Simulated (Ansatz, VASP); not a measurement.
**One calculation of V, two programs**

```
V
1.0
     0.00000    1.88571    1.88571
     1.88571    0.00000    1.88571
     1.88571    1.88571    0.00000
V
1
Direct
  0.00000 0.00000 0.00000
```

Alike in both runs: functional PBEsol; k mesh 8 × 8 × 8; occupations gaussian, width 0.1 eV; collinear spin.

Ansatz relaxed the structure, and its values are those at the end. VASP's run is a single point on that final structure, the one shown.

```csv
,VASP,Ansatz
version,VASP 6.6.1,Ansatz 0.2.0
potentials or method,"VASP PAW PBE potentials, release 64 (V_sv)","scalar-relativistic, plane waves, PAW"
plane-wave cutoff (eV),520,420
valence electrons in the cell,13,13
```

|  | VASP | Ansatz | Ansatz less VASP |
| --- | --- | --- | --- |
| gap on the k mesh at the Fermi level (eV) | none | none | - |
| pressure (GPa) | 0.2 | 0.1 | -0.16 |
| net moment per atom (μB) | 0.00 | 0.00 | 0.000 |

A gap of «none» marks a metal or a gap that the smearing closes. Ansatz warned: «seeded_moment_not_kept».

Caveats: the k mesh is coarse (spacing up to 0.36 Å⁻¹), so the values aren't converged; the PAW data sets were made with another functional, which shifts forces and pressure a little (VASP).
